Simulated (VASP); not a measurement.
# BP (F-43m) in VASP: further runs

One crystal, BP, is run at these levels: PBE; tasks: relaxation of cell and atoms.

Everything below comes from runs of VASP 6.6.1. Logs are shortened: lines on timing, memory, paths and dates and some standing lists are left out, and cuts for length are marked.

**1. The crystal as given**

The structure is cubic, space group F-43m (No. 216). The conventional cell has a = 4.532 Å, b = 4.532 Å, c = 4.532 Å, α = 90.00°, β = 90.00°, γ = 90.00°. B (site symmetry -43m) has 4 P at 1.96 Å as nearest neighbours. P (site symmetry -43m) has 4 B at 1.96 Å as nearest neighbours.

The cell is a database's computed one.

**2. Relaxation of cell and atoms, PBE**

INCAR reads:

```
SYSTEM = BP
PREC     = Accurate       ! precision mode
ENCUT    = 600            ! plane-wave cutoff, eV
EDIFF    = 1E-6           ! SCF threshold, eV
ISMEAR   = 0              ! smearing method
SIGMA    = 0.02           ! smearing width, eV
LREAL    = .False.        ! projectors in reciprocal space
LASPH    = .True.         ! aspherical terms in the spheres
NELM     = 120            ! most SCF steps
ALGO     = Normal         ! electronic algorithm
ISIF     = 3              ! what is computed and relaxed
LWAVE    = .False.        ! write WAVECAR
LCHARG   = .False.        ! write CHGCAR
GGA      = PE             ! functional
IBRION   = 2              ! ionic algorithm
NSW      = 80             ! ionic steps
EDIFFG   = -0.005         ! ionic threshold
KPAR     = 2
```

KPOINTS reads:

```
Automatic mesh
0
Gamma
  11 11 11
  0 0 0
```

POSCAR reads:

```
BP
1.0
    0.0000000000      2.2660724000      2.2660724000
    2.2660724000      0.0000000000      2.2660724000
    2.2660724000      2.2660724000      0.0000000000
B P
1 1
Direct
    0.0000000000      0.0000000000      0.0000000000
    0.7500000000      0.7500000000      0.7500000000
```

Potentials or basis: VASP PAW PBE potentials, release 64 (B, P).

Started as:

```bash
$ cat potpaw_PBE.64/B/POTCAR potpaw_PBE.64/P/POTCAR > POTCAR
$ mpirun -np 2 vasp_std > vasp.out
```

OUTCAR:

```text
SYSTEM = BP
   PREC = Accurate
   ENCUT = 600
   EDIFF = 1E-6
   ISMEAR = 0
   LREAL = .False.
   LASPH = .True.
   NELM = 120
   ISIF = 3
   GGA = PE
   IBRION = 2
   NSW = 80
   EDIFFG = -0.005

 ion  position               nearest neighbor table
   1  0.000  0.000  0.000-   2 1.96   2 1.96   2 1.96   2 1.96
   2  0.750  0.750  0.750-   1 1.96   1 1.96   1 1.96   1 1.96

  LATTYP: Found a face centered cubic cell.
 ALAT       =     4.5321448000

  Lattice vectors:

 A1 = (   0.0000000000,   2.2660724000,   2.2660724000)
 A2 = (   2.2660724000,   0.0000000000,   2.2660724000)
 A3 = (   2.2660724000,   2.2660724000,   0.0000000000)

Analysis of symmetry for initial positions (statically):
=====================================================================
 Subroutine PRICEL returns:
 Original cell was already a primitive cell.

 Routine SETGRP: Setting up the symmetry group for a
 face centered cubic supercell.

 Subroutine GETGRP returns: Found 24 space group operations
 (whereof 24 operations were pure point group operations)
 out of a pool of 48 trial point group operations.

The static configuration has the point symmetry T_d .

Analysis of symmetry for dynamics (positions and initial velocities):
=====================================================================
 Subroutine PRICEL returns:
 Original cell was already a primitive cell.

 Routine SETGRP: Setting up the symmetry group for a
 face centered cubic supercell.

 Subroutine GETGRP returns: Found 24 space group operations
 (whereof 24 operations were pure point group operations)
 out of a pool of 48 trial point group operations.

The dynamic configuration has the point symmetry T_d .

 Subroutine INISYM returns: Found 24 space group operations
 (whereof 24 operations are pure point group operations),
 and found     1 'primitive' translations

----------------------------------------------------------------------------------------

                                     Primitive cell

  volume of cell :      23.2729

  direct lattice vectors                    reciprocal lattice vectors
     0.000000000  2.266072400  2.266072400    -0.220646084  0.220646084  0.220646084
     2.266072400  0.000000000  2.266072400     0.220646084 -0.220646084  0.220646084
     2.266072400  2.266072400  0.000000000     0.220646084  0.220646084 -0.220646084

  length of vectors
     3.204710321  3.204710321  3.204710321     0.382170227  0.382170227  0.382170227

  position of ions in fractional coordinates (direct lattice)
     0.000000000  0.000000000  0.000000000
     0.750000000  0.750000000  0.750000000

  ion indices of the primitive-cell ions
   primitive index   ion index
                 1           1
                 2           2

----------------------------------------------------------------------------------------

 KPOINTS: Automatic mesh

Automatic generation of k-mesh.
 Grid dimensions read from file:
 generate k-points for:   11   11   11

 Generating k-lattice:

  Cartesian coordinates                     Fractional coordinates (reciprocal lattice)
    -0.020058735  0.020058735  0.020058735     0.090909091  0.000000000  0.000000000
     0.020058735 -0.020058735  0.020058735     0.000000000  0.090909091  0.000000000
     0.020058735  0.020058735 -0.020058735     0.000000000  0.000000000  0.090909091

  Length of vectors
     0.034742748  0.034742748  0.034742748

  Shift w.r.t. Gamma in fractional coordinates (k-lattice)
     0.000000000  0.000000000  0.000000000

 Subroutine IBZKPT returns following result:
 ===========================================

 Found     56 irreducible k-points:

 Following reciprocal coordinates:
            Coordinates               Weight
  0.000000  0.000000  0.000000      1.000000
  0.090909  0.000000  0.000000      8.000000
  0.181818  0.000000  0.000000      8.000000
  0.272727  0.000000  0.000000      8.000000
  0.363636  0.000000  0.000000      8.000000
  0.454545  0.000000  0.000000      8.000000
[... 16 lines left out ...]
 -0.272727  0.181818  0.000000     24.000000
 -0.181818  0.181818  0.000000     12.000000
 [... further k-points ...]
   k-points           NKPTS =     56   k-points in BZ     NKDIM =     56   number of bands    NBANDS=      8
   number of dos      NEDOS =    301   number of ions     NIONS =      2
   total plane-waves  NPLWV =  21952
   dimension x,y,z NGX =    28 NGY =   28 NGZ =   28
   dimension x,y,z NGXF=    56 NGYF=   56 NGZF=   56
   ions per type =               1   1
   NGX,Y,Z   is equivalent  to a cutoff of  14.53, 14.53, 14.53 a.u.
   NGXF,Y,Z  is equivalent  to a cutoff of  29.05, 29.05, 29.05 a.u.
 SYSTEM =  BP
   PREC   = accura    normal or accurate (medium, high low for compatibility)
   ISTART =      0    job   : 0-new  1-cont  2-samecut
   ICHARG =      2    charge: 1-file 2-atom 10-const
   ISPIN  =      1    spin polarized calculation?
   LNONCOLLINEAR =      F non collinear calculations
   LSORBIT =      F    spin-orbit coupling
   LASPH  =      T    aspherical Exc in radial PAW
   ENCUT  =  600.0 eV  44.10 Ry    6.64 a.u.   6.40  6.40  6.40*2*pi/ulx,y,z
   NELM   =    120;   NELMIN=  2; NELMDL= -5     # of ELM steps
   EDIFF  = 0.1E-05   stopping-criterion for ELM
   LREAL  =      F    real-space projection
   EDIFFG = -.5E-02   stopping-criterion for IOM
   NSW    =     80    number of steps for IOM
   IBRION =      2    ionic relax: 0-MD 1-quasi-New 2-CG
   NFREE  =      1    steps in history (QN), initial steepest desc. (CG)
   ISIF   =      3    stress and relaxation
   ISYM   =      2    0-nonsym 1-usesym 2-fastsym
   POTIM  = 0.5000    time-step for ionic-motion
   TEBEG  =    0.0;   TEEND  =   0.0 temperature during run
   PSTRESS=    0.0 pullay stress
   NELECT =       8.0000    total number of electrons
   NUPDOWN=      -1.0000    fix difference up-down
   EMIN   =  10.00;   EMAX   =-10.00  energy-range for DOS
   EFERMI =   0.00;   METHOD = LEGACY
   ISMEAR =     0;   SIGMA  =   0.02  broadening in eV -4-tet -1-fermi 0-gaus
   EFERMI_NEDOS =   21; number of points for ismear=-14 and -15
   IALGO  =     38    algorithm
   IMIX   =      4    mixing-type and parameters
     AMIX     =   0.40;   BMIX     =  1.00
     AMIX_MAG =   1.60;   BMIX_MAG =  1.00
  volume/ion in A,a.u.               =      11.64        78.53
  Fermi-wavevector in a.u.,A,eV,Ry     =   1.146800  2.167138 17.893708  1.315150
  Thomas-Fermi vector in A             =   2.283483
   LORBIT       =      0    0 simple, 1 ext, 2 COOP (PROOUT), +10 PAW based schemes
   GGA     = PE    functional components
   LHFCALC =     F    Hartree Fock is set to
   AEXX    =    0.0000 exact exchange contribution
   IVDW    =     0    specifies the selected vdW correction
   LEPSILON=     F    determine dielectric tensor
   LRPA    =     F    only Hartree local field effects (RPA)
 conjugate gradient relaxation of ions
 non-spin polarized calculation
 Gauss-broadening in eV      SIGMA  =   0.02
  energy-cutoff  :      600.00
  volume of cell :       23.27
 maximum number of plane-waves:       791
 NGX is ok and might be reduce to    28
   NGX = 13   NGY = 13   NGZ = 13

--------------------------------------- Ionic step        1  -------------------------------------------

 number of electron       8.0000000 magnetization

 Free energy of the ion-electron system (eV)
  ---------------------------------------------------
  ext. energy  EPLUGINS =         0.00000000
  ---------------------------------------------------
  free energy    TOTEN  =       -12.93155973 eV

  energy without entropy =      -12.93155973  energy(sigma->0) =      -12.93155973

------------------------ aborting loop because EDIFF is reached ----------------------------------------

  FORCE on cell =-STRESS in cart. coord.  units (eV):
  Direction    XX          YY          ZZ          XY          YZ          ZX
  --------------------------------------------------------------------------------------
  -------------------------------------------------------------------------------------
  Total        0.2235708      0.2235708      0.2235708      0.0000000      0.0000000      0.0000000
  in kB       15.3912642     15.3912642     15.3912642      0.0000000      0.0000000      0.0000000
  external PRESSURE =      15.3912642 kB  Pullay stress =       0.0000000 kB

 VOLUME and BASIS-vectors are now :
 -----------------------------------------------------------------------------
  energy-cutoff  :      600.00
  volume of cell :       23.27
      direct lattice vectors                 reciprocal lattice vectors
     0.000000000  2.266072400  2.266072400    -0.220646084  0.220646084  0.220646084
     2.266072400  0.000000000  2.266072400     0.220646084 -0.220646084  0.220646084
     2.266072400  2.266072400  0.000000000     0.220646084  0.220646084 -0.220646084
[... 37 lines left out ...]
 POSITION                                       TOTAL-FORCE (eV/Angst)
 -----------------------------------------------------------------------------------
      0.00000      2.27829      2.27829         0.000000      0.000000      0.000000
      3.41744      3.41744      3.41744        -0.000000     -0.000000     -0.000000
 -----------------------------------------------------------------------------------
    total drift:                                0.000000      0.000000     -0.000000

  FREE ENERGIE OF THE ION-ELECTRON SYSTEM (eV)
  ---------------------------------------------------
  free  energy   TOTEN  =       -12.9320506952 eV

  energy  without entropy=      -12.9320506952  energy(sigma->0) =      -12.93205070

--------------------------------------- Ionic step        3  -------------------------------------------

 number of electron       8.0000000 magnetization

 Free energy of the ion-electron system (eV)
  ---------------------------------------------------
  ext. energy  EPLUGINS =         0.00000000
  ---------------------------------------------------
  free energy    TOTEN  =       -12.93259931 eV

  energy without entropy =      -12.93259931  energy(sigma->0) =      -12.93259931

 E-fermi :   7.4741     XC(G=0): -10.8837

 val. band max:        7.3678072927   @ k =   0.0000   0.0000   0.0000
 cond. band min:       8.6471738242   @ k =   0.4545   0.4545   0.0000
 fundamental gap:      1.2793665315
 Fermi energy:         7.4741218029

 k-point     1 :       0.0000    0.0000    0.0000
  band No.  band energies     occupation
      1      -8.0435      2.00000
      2       7.3678      2.00000
      3       7.3678      2.00000
      4       7.3678      2.00000
      5      10.7606      0.00000
      6      10.7606      0.00000
      7      10.7606      0.00000
      8      14.6595      0.00000

 k-point     2 :       0.0909    0.0000    0.0000
  band No.  band energies     occupation
      1      -7.8952      2.00000
      2       6.2584      2.00000
      3       7.1193      2.00000
      4       7.1193      2.00000
      5      11.1044      0.00000
      6      11.1044      0.00000
      7      11.1487      0.00000
      8      15.0987      0.00000
[... 221 lines left out ...]
 k-point    23 :      -0.2727    0.1818    0.0000
  band No.  band energies     occupation
      1      -5.6466      2.00000
      2       0.9790      2.00000
      3       3.1119      2.00000
      4       5.7612      2.00000
      5      11.5453      0.00000
      6      13.0609      0.00000
      7      13.8808      0.00000
      8      16.2933      0.00000

 k-point    24 :      -0.1818    0.1818    0.0000
  band No.  band energies     occupation
      1      -6.5004      2.00000
      2       2.6293      2.00000
      3       3.6500      2.00000
      4       6.3566      2.00000
      5      11.9497      0.00000
      6      12.3405      0.00000
      7      13.3732      0.00000
      8      15.6288      0.00000

 [... further k-points ...]

------------------------ aborting loop because EDIFF is reached ----------------------------------------

  FORCE on cell =-STRESS in cart. coord.  units (eV):
  Direction    XX          YY          ZZ          XY          YZ          ZX
  --------------------------------------------------------------------------------------
  -------------------------------------------------------------------------------------
  Total        0.0012230      0.0012230      0.0012230      0.0000000      0.0000000     -0.0000000
  in kB        0.0834161      0.0834161      0.0834161      0.0000000      0.0000000     -0.0000000
  external PRESSURE =       0.0834161 kB  Pullay stress =       0.0000000 kB

 VOLUME and BASIS-vectors are now :
 -----------------------------------------------------------------------------
  energy-cutoff  :      600.00
  volume of cell :       23.49
      direct lattice vectors                 reciprocal lattice vectors
     0.000000000  2.273128302  2.273128302    -0.219961187  0.219961187  0.219961187
     2.273128302  0.000000000  2.273128302     0.219961187 -0.219961187  0.219961187
     2.273128302  2.273128302  0.000000000     0.219961187  0.219961187 -0.219961187

 POSITION                                       TOTAL-FORCE (eV/Angst)
 -----------------------------------------------------------------------------------
      0.00000      0.00000      0.00000         0.000000      0.000000      0.000000
      3.40969      3.40969      3.40969        -0.000000     -0.000000     -0.000000
 -----------------------------------------------------------------------------------
    total drift:                                0.000000      0.000000     -0.000000

  FREE ENERGIE OF THE ION-ELECTRON SYSTEM (eV)
  ---------------------------------------------------
  free  energy   TOTEN  =       -12.9325993148 eV

  energy  without entropy=      -12.9325993148  energy(sigma->0) =      -12.93259931

 reached required accuracy - stopping structural energy minimisation
```

It took 11 s on 2 MPI ranks of AMD EPYC 9R45 (Zen 5), shared host; peak memory 0.12 GiB.

Results:

* Free energy: -12.9326 eV
* Relaxed volume: 11.75 Å³/atom
* Relaxed cell: a = 3.215 Å, b = 3.215 Å, c = 3.215 Å, α = 60.00°, β = 60.00°, γ = 60.00°
* Space group after relaxing (to 0.05 Å): F-43m (No. 216)
* Energy gained by relaxing: 0.5 meV/atom
* Ionic steps: 3
* Pressure after relaxing: 0.0 GPa
* Band gap on the k mesh: 1.28 eV, indirect (least direct gap 3.39 eV)

Step by step:
```tsv
step	energy change (eV)	largest force (eV/Å)	pressure (GPa)	volume (Å³)
1	0.0000	0.0000	1.54	23.27
2	-0.0005	0.0000	-1.08	23.65
3	-0.0010	0.0000	0.01	23.49
```

Final structure:
```
B P
1.0
     0.00000    2.27313    2.27313
     2.27313    0.00000    2.27313
     2.27313    2.27313    0.00000
B P
1 1
Direct
  0.00000 0.00000 0.00000
  0.75000 0.75000 0.75000
```

Caveat: an odd mesh through Γ misses points on the zone boundary, where band edges often lie.

**3. Relaxation of cell and atoms, PBE**

This run uses another cell than the first one, of 11.75 Å³/atom, 1.009 times its volume.

INCAR is that of step 2.

KPOINTS is that of step 2.

POSCAR reads:

```
BP                                      
1.0
    0.0000000000      2.2731283021      2.2731283021
    2.2731283021      0.0000000000      2.2731283021
    2.2731283021      2.2731283021      0.0000000000
  B               P             
     1     1
Direct
     0.0000000000000000    0.0000000000000000    0.0000000000000000
     0.7500000000000000    0.7500000000000000    0.7500000000000000
```

Potentials or basis: VASP PAW PBE potentials, release 64 (B, P).

Started as:

```bash
$ cat potpaw_PBE.64/B/POTCAR potpaw_PBE.64/P/POTCAR > POTCAR
$ mpirun -np 2 vasp_std > vasp.out
```

Wall time 6.2 s (2 MPI ranks of AMD EPYC 9R45 (Zen 5), shared host); peak memory 0.12 GiB.

It converged, with:

```
Free energy             : -12.9327 eV
Pressure after relaxing : 0.0 GPa
Band gap on the k mesh  : 1.28 eV, indirect (least direct gap 3.39 eV)
```

Final structure:
```cif
data_structure
_symmetry_space_group_name_H-M 'P 1'
_symmetry_Int_Tables_number 1
_cell_length_a 3.2147
_cell_length_b 3.2147
_cell_length_c 3.2147
_cell_angle_alpha 60.000
_cell_angle_beta 60.000
_cell_angle_gamma 60.000
_cell_volume 23.49
loop_
_atom_site_label
_atom_site_type_symbol
_atom_site_fract_x
_atom_site_fract_y
_atom_site_fract_z
_atom_site_occupancy
B1 B 0.00000 0.00000 0.00000 1
P1 P 0.75000 0.75000 0.75000 1
```

Levels at points of the mesh, in eV from the valence-band top:
```tsv
k point	band 2	band 3	band 4	band 5	band 6	band 7
(0.00, 0.00, 0.00)	0.00	0.00	0.00	3.39	3.39	3.39
```

Caveat: the relaxation stopped at its first step, so nothing moved; an odd mesh through Γ misses points on the zone boundary, where band edges often lie.
